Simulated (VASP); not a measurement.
# Sc (P6_3/mmc) in VASP: notebook

The runs below take Sc through relaxation of cell and atoms, electrostatic potential, with PBE.

All numbers are computed with VASP 6.6.1; they aren't measurements. Logs are shortened: lines on timing, memory, paths and dates and some standing lists are left out, and cuts for length are marked.

**1. The crystal as given**

It takes space group P6_3/mmc (No. 194, hexagonal). Conventional cell: a = 3.270 Å, b = 3.270 Å, c = 5.090 Å, α = 90.00°, β = 90.00°, γ = 120.00°. Sc (site symmetry -6m2) has 12 Sc at 3.17 to 3.27 Å as nearest neighbours.

The cell was built by a generator and needn't be a form met in nature.

**2. Relaxation of cell and atoms, PBE**

The input, INCAR:

```
SYSTEM = Sc
ALGO = Fast ; EDIFF = 1E-6
EDIFFG = -0.005 ; ENCUT = 700
GGA = PE ; IBRION = 2
ISIF = 3 ; ISMEAR = 1
LASPH = .TRUE. ; LCHARG = .FALSE.
LREAL = .FALSE. ; LWAVE = .FALSE.
NELM = 120 ; NSW = 40
PREC = Accurate ; SIGMA = 0.1
```

The input, KPOINTS:

```
k-points
0
G
  14 14 8
  0 0 0
```

The input, POSCAR:

```
Sc
1.0
    3.2700000000      0.0000000000      0.0000000000
   -1.6350000000      2.8319030700      0.0000000000
    0.0000000000      0.0000000000      5.0900000000
Sc
2
Direct
    0.3333333300      0.6666666700      0.2500000000
    0.6666666700      0.3333333300      0.7500000000
```

Potentials or basis: VASP PAW PBE potentials, release 64 (Sc_sv).

Command:

```
$ cat potpaw_PBE.64/Sc_sv/POTCAR > POTCAR
$ mpirun -np 1 vasp_std > vasp.out
```

OUTCAR:

```text
SYSTEM = Sc
   EDIFF = 1E-6
   EDIFFG = -0.005
   ENCUT = 700
   GGA = PE
   IBRION = 2
   ISIF = 3
   ISMEAR = 1
   LASPH = .TRUE.
   LREAL = .FALSE.
   NELM = 120
   NSW = 40
   PREC = Accurate

 ion  position               nearest neighbor table
   1  0.333  0.667  0.250-   2 3.17   2 3.17   2 3.17   2 3.17   2 3.17   2 3.17
   2  0.667  0.333  0.750-   1 3.17   1 3.17   1 3.17   1 3.17   1 3.17   1 3.17

  LATTYP: Found a hexagonal cell.
 ALAT       =     3.2700000000
 C/A-ratio  =     1.5565749235

  Lattice vectors:

 A1 = (   3.2700000000,   0.0000000000,   0.0000000000)
 A2 = (  -1.6350000000,   2.8319030700,   0.0000000000)
 A3 = (   0.0000000000,   0.0000000000,   5.0900000000)

Analysis of symmetry for initial positions (statically):
=====================================================================
 Subroutine PRICEL returns:
 Original cell was already a primitive cell.

 Routine SETGRP: Setting up the symmetry group for a
 hexagonal supercell.

 Subroutine GETGRP returns: Found 24 space group operations
 (whereof 12 operations were pure point group operations)
 out of a pool of 24 trial point group operations.

The static configuration has the point symmetry D_3d.
 The point group associated with its full space group is D_6h.

Analysis of symmetry for dynamics (positions and initial velocities):
=====================================================================
 Subroutine PRICEL returns:
 Original cell was already a primitive cell.

 Routine SETGRP: Setting up the symmetry group for a
 hexagonal supercell.

 Subroutine GETGRP returns: Found 24 space group operations
 (whereof 12 operations were pure point group operations)
 out of a pool of 24 trial point group operations.

The dynamic configuration has the point symmetry D_3d.
 The point group associated with its full space group is D_6h.

 Subroutine INISYM returns: Found 24 space group operations
 (whereof 12 operations are pure point group operations),
 and found     1 'primitive' translations

----------------------------------------------------------------------------------------

                                     Primitive cell

  volume of cell :      47.1350

  direct lattice vectors                    reciprocal lattice vectors
     3.270000000  0.000000000  0.000000000     0.305810398  0.176559715  0.000000000
    -1.635000000  2.831903070  0.000000000     0.000000000  0.353119431  0.000000000
     0.000000000  0.000000000  5.090000000     0.000000000  0.000000000  0.196463654

  length of vectors
     3.270000000  3.270000000  5.090000000     0.353119431  0.353119431  0.196463654

  position of ions in fractional coordinates (direct lattice)
     0.333333330  0.666666670  0.250000000
     0.666666670  0.333333330  0.750000000

  ion indices of the primitive-cell ions
   primitive index   ion index
                 1           1
                 2           2

----------------------------------------------------------------------------------------

 KPOINTS: k-points

Automatic generation of k-mesh.
 Grid dimensions read from file:
 generate k-points for:   14   14    8

 Generating k-lattice:

  Cartesian coordinates                     Fractional coordinates (reciprocal lattice)
     0.021843600  0.012611408  0.000000000     0.071428571  0.000000000  0.000000000
     0.000000000  0.025222816  0.000000000     0.000000000  0.071428571  0.000000000
     0.000000000  0.000000000  0.024557957     0.000000000  0.000000000  0.125000000

  Length of vectors
     0.025222816  0.025222816  0.024557957

  Shift w.r.t. Gamma in fractional coordinates (k-lattice)
     0.000000000  0.000000000  0.000000000

 Subroutine IBZKPT returns following result:
 ===========================================

 Found    120 irreducible k-points:

 Following reciprocal coordinates:
            Coordinates               Weight
  0.000000  0.000000  0.000000      1.000000
  0.071429  0.000000  0.000000      6.000000
  0.142857  0.000000  0.000000      6.000000
  0.214286  0.000000  0.000000      6.000000
  0.285714 -0.000000  0.000000      6.000000
  0.357143  0.000000  0.000000      6.000000
[... 16 lines left out ...]
  0.285714  0.285714  0.000000      6.000000
  0.357143  0.285714  0.000000      6.000000
 [... further k-points ...]
   k-points           NKPTS =    120   k-points in BZ     NKDIM =    120   number of bands    NBANDS=     15
   number of dos      NEDOS =    301   number of ions     NIONS =      2
   total plane-waves  NPLWV =  37632
   dimension x,y,z NGX =    28 NGY =   28 NGZ =   48
   dimension x,y,z NGXF=    56 NGYF=   56 NGZF=   96
   ions per type =               2
   NGX,Y,Z   is equivalent  to a cutoff of  14.24, 14.24, 15.68 a.u.
   NGXF,Y,Z  is equivalent  to a cutoff of  28.47, 28.47, 31.35 a.u.
 SYSTEM =  Sc
   PREC   = accura    normal or accurate (medium, high low for compatibility)
   ISTART =      0    job   : 0-new  1-cont  2-samecut
   ICHARG =      2    charge: 1-file 2-atom 10-const
   ISPIN  =      1    spin polarized calculation?
   LNONCOLLINEAR =      F non collinear calculations
   LSORBIT =      F    spin-orbit coupling
   LASPH  =      T    aspherical Exc in radial PAW
   ENCUT  =  700.0 eV  51.45 Ry    7.17 a.u.   7.05  7.05 10.98*2*pi/ulx,y,z
   NELM   =    120;   NELMIN=  2; NELMDL= -5     # of ELM steps
   EDIFF  = 0.1E-05   stopping-criterion for ELM
   LREAL  =      F    real-space projection
   EDIFFG = -.5E-02   stopping-criterion for IOM
   NSW    =     40    number of steps for IOM
   IBRION =      2    ionic relax: 0-MD 1-quasi-New 2-CG
   NFREE  =      1    steps in history (QN), initial steepest desc. (CG)
   ISIF   =      3    stress and relaxation
   ISYM   =      2    0-nonsym 1-usesym 2-fastsym
   POTIM  = 0.5000    time-step for ionic-motion
   TEBEG  =    0.0;   TEEND  =   0.0 temperature during run
   PSTRESS=    0.0 pullay stress
   NELECT =      22.0000    total number of electrons
   NUPDOWN=      -1.0000    fix difference up-down
   EMIN   =  10.00;   EMAX   =-10.00  energy-range for DOS
   EFERMI =   0.00;   METHOD = LEGACY
   ISMEAR =     1;   SIGMA  =   0.10  broadening in eV -4-tet -1-fermi 0-gaus
   EFERMI_NEDOS =   21; number of points for ismear=-14 and -15
   IALGO  =     68    algorithm
   IMIX   =      4    mixing-type and parameters
     AMIX     =   0.40;   BMIX     =  1.00
     AMIX_MAG =   1.60;   BMIX_MAG =  1.00
  volume/ion in A,a.u.               =      23.57       159.04
  Fermi-wavevector in a.u.,A,eV,Ry     =   1.269895  2.399753 21.941202  1.612633
  Thomas-Fermi vector in A             =   2.402911
   LORBIT       =      0    0 simple, 1 ext, 2 COOP (PROOUT), +10 PAW based schemes
   GGA     = PE    functional components
   LHFCALC =     F    Hartree Fock is set to
   AEXX    =    0.0000 exact exchange contribution
   IVDW    =     0    specifies the selected vdW correction
   LEPSILON=     F    determine dielectric tensor
   LRPA    =     F    only Hartree local field effects (RPA)
 conjugate gradient relaxation of ions
 non-spin polarized calculation
 RMM-DIIS sequential band-by-band and
 Methfessel and Paxton  Order N= 1 SIGMA  =   0.10
  energy-cutoff  :      700.00
  volume of cell :       47.14
 maximum number of plane-waves:      2002
   NGX = 15   NGY = 15   NGZ = 21

--------------------------------------- Ionic step        1  -------------------------------------------

 number of electron      22.0000001 magnetization

 Free energy of the ion-electron system (eV)
  ---------------------------------------------------
  ext. energy  EPLUGINS =         0.00000000
  ---------------------------------------------------
  free energy    TOTEN  =       -12.48100970 eV

  energy without entropy =      -12.48263774  energy(sigma->0) =      -12.48155238

 E-fermi :   3.9513     XC(G=0): -10.0582

 val. band max:        3.9492988212   @ k =   0.2143   0.0000   0.2500
 cond. band min:       3.9535879994   @ k =   0.3571   0.2857   0.5000
 fundamental gap:      0.0042891782
 Fermi energy:         3.9512738460

 k-point     1 :       0.0000    0.0000    0.0000
  band No.  band energies     occupation
      1     -45.3554      2.00000
      2     -45.2693      2.00000
      3     -24.2257      2.00000
      4     -23.8281      2.00000
      5     -23.8281      2.00000
      6     -23.7513      2.00000
      7     -23.7513      2.00000
      8     -23.7195      2.00000
      9      -1.2643      2.00000
     10       2.2521      2.00000
     11       4.6666     -0.00000
     12       5.5917     -0.00000
     13       5.5925     -0.00000
     14       5.8772     -0.00000
     15       6.0726      0.00000

 k-point     2 :       0.0714    0.0000    0.0000
  band No.  band energies     occupation
      1     -45.3525      2.00000
      2     -45.2683      2.00000
      3     -24.2179      2.00000
      4     -23.8428      2.00000
      5     -23.8332      2.00000
      6     -23.7669      2.00000
      7     -23.7531      2.00000
      8     -23.7232      2.00000
      9      -1.1486      2.00000
     10       2.3481      2.00000
     11       4.5538     -0.00000
     12       5.3741     -0.00000
     13       5.6771     -0.00000
     14       5.9983      0.00000
     15       6.1245      0.00000
[... 517 lines left out ...]
 VOLUME and BASIS-vectors are now :
 -----------------------------------------------------------------------------
  energy-cutoff  :      700.00
  volume of cell :       49.32
      direct lattice vectors                 reciprocal lattice vectors
     3.321628975  0.000000000 -0.000000000     0.301057104  0.173815400 -0.000000000
    -1.660814487  2.876615074  0.000000000    -0.000000000  0.347630800  0.000000000
     0.000000000 -0.000000000  5.161257806     0.000000000  0.000000000  0.193751221

 POSITION                                       TOTAL-FORCE (eV/Angst)
 -----------------------------------------------------------------------------------
     -0.00000      1.91774      1.29031        -0.000000      0.000000      0.000000
      1.66081      0.95887      3.87094         0.000000     -0.000000      0.000000
 -----------------------------------------------------------------------------------
    total drift:                               -0.000006      0.000003     -0.000000

  FREE ENERGIE OF THE ION-ELECTRON SYSTEM (eV)
  ---------------------------------------------------
  free  energy   TOTEN  =       -12.4980220678 eV

  energy  without entropy=      -12.4988938569  energy(sigma->0) =      -12.49831266

--------------------------------------- Ionic step        5  -------------------------------------------

 number of electron      21.9999999 magnetization

 Free energy of the ion-electron system (eV)
  ---------------------------------------------------
  ext. energy  EPLUGINS =         0.00000000
  ---------------------------------------------------
  free energy    TOTEN  =       -12.49802452 eV

  energy without entropy =      -12.49891322  energy(sigma->0) =      -12.49832075

 E-fermi :   3.6865     XC(G=0):  -9.8791

 val. band max:        3.6680337553   @ k =   0.2143   0.0000   0.0000
 cond. band min:       3.6911356084   @ k =   0.3571   0.2857   0.5000
 fundamental gap:      0.0231018531
 Fermi energy:         3.6865371129

 k-point     1 :       0.0000    0.0000    0.0000
  band No.  band energies     occupation
      1     -45.7341      2.00000
      2     -45.6624      2.00000
      3     -24.5639      2.00000
      4     -24.2243      2.00000
      5     -24.2243      2.00000
      6     -24.1568      2.00000
      7     -24.1568      2.00000
      8     -24.1261      2.00000
      9      -1.4471      2.00000
     10       2.0519      2.00000
     11       4.3117     -0.00000
     12       5.2708     -0.00000
     13       5.2708     -0.00000
     14       5.5452     -0.00000
     15       5.7236      0.00000

 k-point     2 :       0.0714    0.0000    0.0000
  band No.  band energies     occupation
      1     -45.7318      2.00000
      2     -45.6617      2.00000
      3     -24.5572      2.00000
      4     -24.2368      2.00000
      5     -24.2287      2.00000
      6     -24.1701      2.00000
      7     -24.1584      2.00000
      8     -24.1293      2.00000
      9      -1.3361      2.00000
     10       2.1439      2.00000
     11       4.2101     -0.00000
     12       5.0663     -0.00000
     13       5.3512     -0.00000
     14       5.6449     -0.00000
     15       5.7031      0.00000
[... 409 lines left out ...]
 VOLUME and BASIS-vectors are now :
 -----------------------------------------------------------------------------
  energy-cutoff  :      700.00
  volume of cell :       49.27
      direct lattice vectors                 reciprocal lattice vectors
     3.320461841  0.000000000  0.000000000     0.301162925  0.173876496 -0.000000000
    -1.660230920  2.875604306 -0.000000000    -0.000000000  0.347752992 -0.000000000
     0.000000000  0.000000000  5.160061458    -0.000000000  0.000000000  0.193796141

 POSITION                                       TOTAL-FORCE (eV/Angst)
 -----------------------------------------------------------------------------------
     -0.00000      1.91707      1.29002        -0.000000      0.000000      0.000000
      1.66023      0.95853      3.87005         0.000000     -0.000000      0.000000
 -----------------------------------------------------------------------------------
    total drift:                               -0.000006      0.000003     -0.000000

  FREE ENERGIE OF THE ION-ELECTRON SYSTEM (eV)
  ---------------------------------------------------
  free  energy   TOTEN  =       -12.4980245206 eV

  energy  without entropy=      -12.4989132180  energy(sigma->0) =      -12.49832075

 reached required accuracy - stopping structural energy minimisation
```

Run time: 2.8 min. Hardware: 1 thread of Intel Xeon 6975P-C (Granite Rapids), shared host; peak memory 0.28 GiB.

Results:

| Quantity | Value |
| --- | --- |
| Free energy | -12.4980 eV |
| Relaxed volume | 24.63 Å³/atom |
| Relaxed cell | a = 3.320 Å, b = 3.320 Å, c = 5.160 Å, α = 90.00°, β = 90.00°, γ = 120.00° |
| Space group after relaxing (to 0.05 Å) | P6_3/mmc (No. 194) |
| Energy gained by relaxing | 8.5 meV/atom |
| Ionic steps | 5 |
| Pressure after relaxing | 0.0 GPa |
| Band gap on the k mesh | none (metal or under the smearing width) |

The path:
| step | energy change (eV) | largest force (eV/Å) | pressure (GPa) | volume (Å³) |
| --- | --- | --- | --- | --- |
| 1 | 0.0000 | 0.0000 | 2.61 | 47.14 |
| 2 | -0.0161 | 0.0000 | -0.59 | 49.80 |
| 3 | -0.0170 | 0.0000 | 0.04 | 49.27 |
| 4 | -0.0170 | 0.0000 | -0.04 | 49.32 |
| 5 | -0.0170 | 0.0000 | 0.02 | 49.27 |

Final structure:
```
Sc
1.0
     3.32046    0.00000    0.00000
    -1.66023    2.87560    0.00000
     0.00000    0.00000    5.16006
Sc
2
Direct
  0.33333 0.66667 0.25000
  0.66667 0.33333 0.75000
```

Levels at points of the mesh, in eV from the Fermi level:
```tsv
k point	band 8	band 9	band 10	band 11	band 12	band 13	band 14	band 15
(0.00, 0.00, 0.00)	-27.81	-5.13	-1.63	0.63	1.58	1.58	1.86	2.04
(0.50, 0.00, 0.00)	-27.88	-1.63	-1.06	-0.67	-0.35	1.30	1.33	1.87
(0.00, 0.00, 0.50)	-27.88	-3.58	-3.58	0.98	0.98	1.50	1.50	1.50
(0.50, 0.00, 0.50)	-27.92	-1.47	-1.47	0.06	0.06	1.27	1.27	2.36
```

[end of part 1 of 2]
